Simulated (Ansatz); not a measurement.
**Cu (dhcp): energy against volume**

Computed with Ansatz 0.2.0, DFT, PBE, plane waves (420 eV) with PAW, scalar-relativistic.

The cell is scaled uniformly from the relaxed one, with fractional coordinates and shape fixed. Energies are extrapolated to zero smearing, pressures are those at the given smearing. Magnetic state: spin not included.

A Birch-Murnaghan fit gives V₀ = 11.97 Å³/atom, B₀ = 140 GPa, B₀′ = 5.0.

Problem. What are the energy above the minimum and the pressure at 11.010 Å³/atom?

Solution. 39.5 meV/atom and 14.43 GPa as computed.

Problem. What are the energy above the minimum and the pressure at 12.924 Å³/atom?

Solution. 28.8 meV/atom and -8.88 GPa as computed.

Problem. What are the energy above the minimum and the pressure at 13.403 Å³/atom?

Solution. 60.1 meV/atom and -11.92 GPa as computed.
